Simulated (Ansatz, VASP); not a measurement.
Si in VASP and in Ansatz

File INCAR:

```
PREC = Accurate ; ENCUT = 520
EDIFF = 1E-6 ; ISMEAR = -1
SIGMA = 0.08 ; LREAL = F
LASPH = T ; NELM = 80
ALGO = Normal ; ISIF = 2
LWAVE = F ; LCHARG = T
GGA = CA ; LELF = T
LVHAR = T ; NBANDS = 8
```

KPOINTS

```
Automatic mesh
0
Gamma
  18 18 18
```

POSCAR

```
Si
1.0
    0.0000000000      1.9118798969      1.9118798969
    1.9118798969      0.0000000000      1.9118798969
    1.9118798969      1.9118798969      0.0000000000
Si
1
Direct
    0.0000000000      0.0000000000      0.0000000000
```

Input for Ansatz:

```yaml
crystal:
  lattice:
    - [0.0, 1.9118798969, 1.9118798969]
    - [1.9118798969, 0.0, 1.9118798969]
    - [1.9118798969, 1.9118798969, 0.0]
  atoms:
    - { symbol: Si, position: [0.0, 0.0, 0.0] }
kpoints:
  mp_grid: { grid: [18, 18, 18] }
  band_path:
    path:
      - [0.0, 0.0, 0.0]
      - [0.5, 0.0, 0.5]
      - [0.625, 0.25, 0.625]
      - [0.375, 0.375, 0.75]
      - [0.0, 0.0, 0.0]
      - [0.5, 0.5, 0.5]
      - [0.5, 0.25, 0.75]
      - [0.5, 0.0, 0.5]
    npoints: 8
scf:
  occupations: { method: fermi_dirac, width: 0.08 }
hamiltonian:
  xc: lda
  pseudopotentials: { kind: paw }
output:
  forces: true
  stress: true
  eigenvalues: true
  populations: true
  dos: { projected: true, de: 0.2, e_range: [-14, 8] }
  write_density: true
  write_potential: true
  elf: true
  volumetric_format: npy
```

Change from the starting cell: volume scaled by 1, PAW files.

Alike in both runs: task single point; functional LDA; k mesh 18 × 18 × 18; occupations fermi-dirac, width 0.08 eV; no spin polarisation.

|  | VASP | Ansatz |
| --- | --- | --- |
| version | VASP 6.6.1 | Ansatz 0.2.0 |
| potentials or method | VASP PAW LDA potentials, release 64 (Si) | PAW with Ansatz's default frozen-core files, scalar-relativistic |
| plane-wave cutoff (eV) | 520 | 420 |
| valence electrons in the cell | 4 | 4 |

```tsv
	VASP	Ansatz	Ansatz less VASP
pressure (GPa)	0.1	0.0	-0.07
```
